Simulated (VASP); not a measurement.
# GaAs in VASP: relaxation of the atoms with PBEsol

Aim: the relaxation of the atoms of GaAs with PBEsol.

All numbers are computed with VASP 6.6.1; they aren't measurements. Logs are shortened: lines on timing, memory, paths and dates and some standing lists are left out, and cuts for length are marked.

## 1. Starting point

The cell holds a slab with vacuum, 10 atoms: a = 5.654 Å, b = 3.998 Å, c = 23.996 Å, α = 90.00°, β = 90.00°, γ = 90.00°.

## 2. Relaxation of the atoms, PBEsol

INCAR

```
SYSTEM = GaAs
PREC = Accurate
ENCUT = 520
EDIFF = 1E-6
ISMEAR = 0
SIGMA = 0.05
LREAL = .False.
LASPH = .True.
NELM = 60
ALGO = Normal
ISIF = 2
LWAVE = .False.
LCHARG = .False.
LDIPOL = .True.
IDIPOL = 3
DIPOL = 0.5 0.5 0.500
GGA = PS
IBRION = 2
NSW = 100
EDIFFG = -0.015
```

KPOINTS

```
Automatic mesh
0
Gamma
  4 6 1
  0 0 0
```

POSCAR

```
GaAs
1.0
    5.6537000000      0.0000000000      0.0000000000
    0.0000000000      3.9977696090      0.0000000000
    0.0000000000      0.0000000000     23.9955392180
Ga As
5 5
Direct
    0.5000000000      0.5000000000      0.3333953002
    1.0000000000      1.0000000000      0.4166976501
    0.5000000000      0.5000000000      0.5000000000
    1.0000000000      1.0000000000      0.5833023499
    0.5000000000      0.5000000000      0.6666046998
    0.7500000000      1.0000000000      0.3333953002
    0.2500000000      0.5000000000      0.4166976501
    0.7500000000      1.0000000000      0.5000000000
    0.2500000000      0.5000000000      0.5833023499
    0.7500000000      1.0000000000      0.6666046998
```

Potentials or basis: VASP PAW PBE potentials, release 64 (Ga_d, As).

Started as:

```sh
$ cat potpaw_PBE.64/Ga_d/POTCAR potpaw_PBE.64/As/POTCAR > POTCAR
$ mpirun -np 1 vasp_std > vasp.out
```

OUTCAR:

```text
SYSTEM = GaAs
   PREC = Accurate
   ENCUT = 520
   EDIFF = 1E-6
   ISMEAR = 0
   LREAL = .False.
   LASPH = .True.
   NELM = 60
   ISIF = 2
   GGA = PS
   IBRION = 2
   NSW = 100
   EDIFFG = -0.015

 ion  position               nearest neighbor table
   1  0.500  0.500  0.333-   7 2.45   6 2.45   6 2.45
   2  0.000  0.000  0.417-   6 2.45   8 2.45   7 2.45   7 2.45
   3  0.500  0.500  0.500-   7 2.45   9 2.45   8 2.45   8 2.45
   4  0.000  0.000  0.583-  10 2.45   8 2.45   9 2.45   9 2.45
   5  0.500  0.500  0.667-   9 2.45  10 2.45  10 2.45
   6  0.750  0.000  0.333-   2 2.45   1 2.45   1 2.45
   7  0.250  0.500  0.417-   1 2.45   3 2.45   2 2.45   2 2.45
   8  0.750  0.000  0.500-   2 2.45   4 2.45   3 2.45   3 2.45
   9  0.250  0.500  0.583-   5 2.45   3 2.45   4 2.45   4 2.45
  10  0.750  0.000  0.667-   4 2.45   5 2.45   5 2.45

  LATTYP: Found a simple orthorhombic cell.
 ALAT       =     3.9977696090
 B/A-ratio  =     1.4142135623
 C/A-ratio  =     6.0022316354

  Lattice vectors:

 A1 = (   0.0000000000,  -3.9977696090,   0.0000000000)
 A2 = (   5.6537000000,   0.0000000000,   0.0000000000)
 A3 = (   0.0000000000,   0.0000000000,  23.9955392180)

Analysis of symmetry for initial positions (statically):
=====================================================================
 Subroutine PRICEL returns:
 Original cell was already a primitive cell.

 Routine SETGRP: Setting up the symmetry group for a
 simple orthorhombic supercell.

 Subroutine GETGRP returns: Found  4 space group operations
 (whereof  4 operations were pure point group operations)
 out of a pool of  8 trial point group operations.

The static configuration has the point symmetry C_2v.

Analysis of symmetry for dynamics (positions and initial velocities):
=====================================================================
 Subroutine PRICEL returns:
 Original cell was already a primitive cell.

 Routine SETGRP: Setting up the symmetry group for a
 simple orthorhombic supercell.

 Subroutine GETGRP returns: Found  4 space group operations
 (whereof  4 operations were pure point group operations)
 out of a pool of  8 trial point group operations.

The dynamic configuration has the point symmetry C_2v.

 Subroutine INISYM returns: Found  4 space group operations
 (whereof  4 operations are pure point group operations),
 and found     1 'primitive' translations

----------------------------------------------------------------------------------------

                                     Primitive cell

  volume of cell :     542.3517

  direct lattice vectors                    reciprocal lattice vectors
     5.653700000  0.000000000  0.000000000     0.176875321  0.000000000  0.000000000
     0.000000000  3.997769609  0.000000000     0.000000000  0.250139477  0.000000000
     0.000000000  0.000000000 23.995539218     0.000000000  0.000000000  0.041674413

  length of vectors
     5.653700000  3.997769609 23.995539218     0.176875321  0.250139477  0.041674413

  position of ions in fractional coordinates (direct lattice)
     0.500000000  0.500000000  0.333395300
     0.000000000  0.000000000  0.416697650
     0.500000000  0.500000000  0.500000000
     0.000000000  0.000000000  0.583302350
     0.500000000  0.500000000  0.666604700
     0.750000000  0.000000000  0.333395300
     0.250000000  0.500000000  0.416697650
     0.750000000  0.000000000  0.500000000
     0.250000000  0.500000000  0.583302350
     0.750000000  0.000000000  0.666604700

  ion indices of the primitive-cell ions
   primitive index   ion index
                 1           1
                 2           2
                 3           3
                 4           4
                 5           5
                 6           6
                 7           7
                 8           8
[... 51 lines left out ...]
 SYSTEM =  GaAs
   PREC   = accura    normal or accurate (medium, high low for compatibility)
   ISTART =      0    job   : 0-new  1-cont  2-samecut
   ICHARG =      2    charge: 1-file 2-atom 10-const
   ISPIN  =      1    spin polarized calculation?
   LNONCOLLINEAR =      F non collinear calculations
   LSORBIT =      F    spin-orbit coupling
   LASPH  =      T    aspherical Exc in radial PAW
   ENCUT  =  520.0 eV  38.22 Ry    6.18 a.u.  10.51  7.43 44.62*2*pi/ulx,y,z
   NELM   =     60;   NELMIN=  2; NELMDL= -5     # of ELM steps
   EDIFF  = 0.1E-05   stopping-criterion for ELM
   LREAL  =      F    real-space projection
   EDIFFG = -.1E-01   stopping-criterion for IOM
   NSW    =    100    number of steps for IOM
   IBRION =      2    ionic relax: 0-MD 1-quasi-New 2-CG
   NFREE  =      1    steps in history (QN), initial steepest desc. (CG)
   ISIF   =      2    stress and relaxation
   ISYM   =      2    0-nonsym 1-usesym 2-fastsym
   POTIM  = 0.5000    time-step for ionic-motion
   TEBEG  =    0.0;   TEEND  =   0.0 temperature during run
   PSTRESS=    0.0 pullay stress
   NELECT =      90.0000    total number of electrons
   NUPDOWN=      -1.0000    fix difference up-down
   EMIN   =  10.00;   EMAX   =-10.00  energy-range for DOS
   EFERMI =   0.00;   METHOD = LEGACY
   ISMEAR =     0;   SIGMA  =   0.05  broadening in eV -4-tet -1-fermi 0-gaus
   EFERMI_NEDOS =   21; number of points for ismear=-14 and -15
   IALGO  =     38    algorithm
   IMIX   =      4    mixing-type and parameters
     AMIX     =   0.40;   BMIX     =  1.00
     AMIX_MAG =   1.60;   BMIX_MAG =  1.00
  volume/ion in A,a.u.               =      54.24       366.00
  Fermi-wavevector in a.u.,A,eV,Ry     =   0.899626  1.700047 11.011561  0.809327
  Thomas-Fermi vector in A             =   2.022483
   LORBIT       =      0    0 simple, 1 ext, 2 COOP (PROOUT), +10 PAW based schemes
   GGA     = PS    functional components
   LHFCALC =     F    Hartree Fock is set to
   AEXX    =    0.0000 exact exchange contribution
   IVDW    =     0    specifies the selected vdW correction
   LEPSILON=     F    determine dielectric tensor
   LRPA    =     F    only Hartree local field effects (RPA)
 conjugate gradient relaxation of ions
 non-spin polarized calculation
 Gauss-broadening in eV      SIGMA  =   0.05
  energy-cutoff  :      520.00
  volume of cell :      542.35
 maximum number of plane-waves:     14659
   NGX = 21   NGY = 15   NGZ = 89

--------------------------------------- Ionic step        1  -------------------------------------------

 number of electron      90.0000003 magnetization

 Free energy of the ion-electron system (eV)
  ---------------------------------------------------
  ext. energy  EPLUGINS =         0.00000000
  ---------------------------------------------------
  free energy    TOTEN  =       -42.01962610 eV

  energy without entropy =      -42.01506939  energy(sigma->0) =      -42.01734774

------------------------ aborting loop because EDIFF is reached ----------------------------------------

  FORCE on cell =-STRESS in cart. coord.  units (eV):
  Direction    XX          YY          ZZ          XY          YZ          ZX
  --------------------------------------------------------------------------------------
  -------------------------------------------------------------------------------------
  Total       -2.0699379     -1.4959085      2.1322592      0.0000000      0.0000000      0.0000000
  in kB       -6.1148650     -4.4191075      6.2989699      0.0000000      0.0000000      0.0000000
  external PRESSURE =      -1.4116675 kB  Pullay stress =       0.0000000 kB
[... 113 lines left out ...]
  FREE ENERGIE OF THE ION-ELECTRON SYSTEM (eV)
  ---------------------------------------------------
  free  energy   TOTEN  =       -42.8572255556 eV

  energy  without entropy=      -42.8572255556  energy(sigma->0) =      -42.85722556

[... ionic steps 4 to 15 ...]

--------------------------------------- Ionic step       16  -------------------------------------------

 number of electron      89.9999998 magnetization

------------------------ aborting loop because EDIFF is reached ----------------------------------------
[... 39 lines left out ...]
--------------------------------------- Ionic step       17  -------------------------------------------

 number of electron      89.9999998 magnetization

 dipolmoment           0.000000      0.000000      0.000000 electrons x Angstroem

------------------------ aborting loop because EDIFF is reached ----------------------------------------

  FORCE on cell =-STRESS in cart. coord.  units (eV):
  Direction    XX          YY          ZZ          XY          YZ          ZX
  --------------------------------------------------------------------------------------
  -------------------------------------------------------------------------------------
  Total       -0.7625486     -1.7520760     -0.1190174      0.0000000      0.0000000      0.0000000
  in kB       -2.2526675     -5.1758595     -0.3515928      0.0000000      0.0000000      0.0000000
  external PRESSURE =      -2.5933733 kB  Pullay stress =       0.0000000 kB
[... 31 lines left out ...]
--------------------------------------- Ionic step       18  -------------------------------------------

 number of electron      89.9999997 magnetization

 dipolmoment           0.000000      0.000000     -0.000000 electrons x Angstroem

 Free energy of the ion-electron system (eV)
  ---------------------------------------------------
  ext. energy  EPLUGINS =         0.00000000
  ---------------------------------------------------
  free energy    TOTEN  =       -43.46306084 eV

  energy without entropy =      -43.46306084  energy(sigma->0) =      -43.46306084

 E-fermi :  -1.0350     XC(G=0):  -4.6347

 val. band max:       -1.2915426700   @ k =   0.0000   0.0000   0.0000
 cond. band min:      -0.6443790770   @ k =   0.0000   0.5000   0.0000
 fundamental gap:      0.6471635930
 Fermi energy:        -1.0349547444

 k-point     1 :       0.0000    0.0000    0.0000
  band No.  band energies     occupation
      1     -16.2295      2.00000
      2     -16.2278      2.00000
      3     -16.1512      2.00000
      4     -16.1419      2.00000
      5     -16.1032      2.00000
      6     -16.0988      2.00000
[... 673 lines left out ...]
     53       2.8458      0.00000
     54       3.3423      0.00000

------------------------ aborting loop because EDIFF is reached ----------------------------------------

 vacuum level on the upper side and lower side of the slab       (xc-potential included)        -0.013        -0.013

  FORCE on cell =-STRESS in cart. coord.  units (eV):
  Direction    XX          YY          ZZ          XY          YZ          ZX
  --------------------------------------------------------------------------------------
  -------------------------------------------------------------------------------------
  Total       -0.7708183     -1.7727153     -0.0886258      0.0000000      0.0000000      0.0000000
  in kB       -2.2770972     -5.2368308     -0.2618121      0.0000000      0.0000000      0.0000000
  external PRESSURE =      -2.5919134 kB  Pullay stress =       0.0000000 kB
[... 25 lines left out ...]
  FREE ENERGIE OF THE ION-ELECTRON SYSTEM (eV)
  ---------------------------------------------------
  free  energy   TOTEN  =       -43.4630608375 eV

  energy  without entropy=      -43.4630608375  energy(sigma->0) =      -43.46306084

 reached required accuracy - stopping structural energy minimisation

 vacuum level on the upper side and lower side of the slab         3.600         3.600
```

Run time: 2.7 h. Hardware: 1 thread of Intel Xeon Platinum 8175M at 2.50GHz (Skylake/Cascade Lake), shared host; peak memory 0.71 GiB.

Results:

```yaml
Free_energy: -43.4631 eV
Energy_gained_by_relaxing: 144.3 meV/atom
Ionic_steps: 18
Largest_force_after_relaxing: 0.010 eV/Å
Band_gap_on_the_k_mesh: 0.65 eV, indirect (least direct gap 1.05 eV)
```

Forces on the atoms (eV/Å):
```
Ga  -0.005  0.000  0.003
Ga   0.000  0.000 -0.002
Ga   0.006  0.000  0.000
Ga   0.000  0.000  0.002
Ga  -0.005  0.000 -0.003
As  -0.008  0.000  0.006
As   0.004  0.000  0.002
As   0.010  0.000  0.000
As   0.004  0.000 -0.002
As  -0.008  0.000 -0.006
```

Step by step:
```csv
step,energy change (eV),largest force (eV/Å),pressure (GPa)
1,0.0000,1.5348,-0.14
2,-0.4218,1.3097,-0.13
3,-0.8376,1.1214,-0.06
4,-1.1987,0.7299,-0.36
5,-1.3611,0.5912,-0.70
6,-1.4115,0.3331,-0.56
7,-1.4204,0.1485,-0.61
8,-1.4271,0.1091,-0.55
9,-1.4291,0.1734,-0.49
10,-1.4347,0.1193,-0.44
11,-1.4394,0.0922,-0.37
12,-1.4399,0.1155,-0.34
13,-1.4426,0.0476,-0.29
14,-1.4429,0.0656,-0.26
15,-1.4433,0.0407,-0.26
16,-1.4433,0.0252,-0.26
17,-1.4433,0.0269,-0.26
18,-1.4434,0.0096,-0.26
```

Final structure:
```cif
data_structure
_symmetry_space_group_name_H-M 'P 1'
_symmetry_Int_Tables_number 1
_cell_length_a 5.6537
_cell_length_b 3.9978
_cell_length_c 23.9955
_cell_angle_alpha 90.000
_cell_angle_beta 90.000
_cell_angle_gamma 90.000
_cell_volume 542.35
loop_
_atom_site_label
_atom_site_type_symbol
_atom_site_fract_x
_atom_site_fract_y
_atom_site_fract_z
_atom_site_occupancy
Ga1 Ga 0.55428 0.50000 0.35189 1
Ga2 Ga 0.97364 0.00000 0.41351 1
Ga3 Ga 0.47980 0.50000 0.50000 1
Ga4 Ga 0.97364 0.00000 0.58649 1
Ga5 Ga 0.55428 0.50000 0.64811 1
As1 As 0.76407 0.00000 0.32298 1
As2 As 0.22605 0.50000 0.41662 1
As3 As 0.73411 0.00000 0.50000 1
As4 As 0.22605 0.50000 0.58338 1
As5 As 0.76407 0.00000 0.67702 1
```

Levels at points of the mesh, in eV from the valence-band top:
```
           k point  band 43  band 44  band 45  band 46  band 47  band 48
(0.00, 0.00, 0.00)    -0.58    -0.36     0.00     1.05     1.47     1.79
(0.50, 0.00, 0.00)    -1.00    -0.97    -0.92     1.12     1.37     1.48
(0.00, 0.50, 0.00)    -1.68    -1.38    -0.95     0.65     1.19     1.62
(0.50, 0.50, 0.00)    -1.47    -0.82    -0.81     0.84     2.16     2.17
```

Caveat: the PAW data sets were made with another functional, which shifts forces and pressure a little.
